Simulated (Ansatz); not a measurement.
Co under changes of volume

One of the cells (10.886 Å³/atom); the others are scaled copies at fixed shape and fractional positions:

```
Co
1.0
     2.48736    0.00000    0.00000
    -1.24368    2.15412    0.00000
     0.00000    0.00000    4.06329
Co
2
Direct
  0.33333 0.66667 0.74014
  0.66667 0.33333 0.25986
```

- Program: Ansatz 0.2.0
- Functional: PBEsol
- Potentials or basis: Ansatz PAW
- Cutoff: 420 eV (not typed: the program's choice for these potentials)
- k mesh: 12 × 12 × 7
- Occupations: fermi-dirac, width 0.05 eV
- Spin: collinear spin, ferromagnetic start
- Starting moments: [2.0, 2.0] μB

```csv
volume (Å³/atom),energy over the lowest point (meV/atom),pressure (GPa),moment (μB per cell),largest force (eV/Å)
10.233,2.38,4.3,3.11,0.670
10.450,0.00,-0.7,3.17,0.586
10.668,4.03,-5.2,3.22,0.510
10.886,?,?,?,?
11.103,29.11,-13.0,3.30,0.381
11.321,48.95,-16.2,3.33,0.325
11.539,73.08,-19.2,3.35,0.273
```

Q: What does the run at 10.886 Å³/atom give?

A: Energy over the lowest point 13.94 meV/atom; pressure -9.3 GPa; moment 3.26 μB per cell; largest force 0.443 eV/Å.

Worked out: A Birch-Murnaghan fit of order 3 (a polynomial in V^(-2/3)) to the other rows has its minimum at 10.42 Å³/atom with B0 = V·E''(V) = 232 GPa and B' = 4.2 at fixed shape and positions, which overstates the stiffness. It gives 13.99 meV/atom at 10.886 Å³/atom, against the run's 13.94, and -dE/dV = -9.3 GPa, against -9.3. A parabola through the other rows of the moment, of slope 0.184 μB per Å³/atom there, gives 3.26 μB, against the run's 3.26.

Energies are extrapolated to zero smearing.

Caveats: the PAW data sets come from PBE, with cores solved anew for the run's functional, which leaves a small shift of forces and pressure.
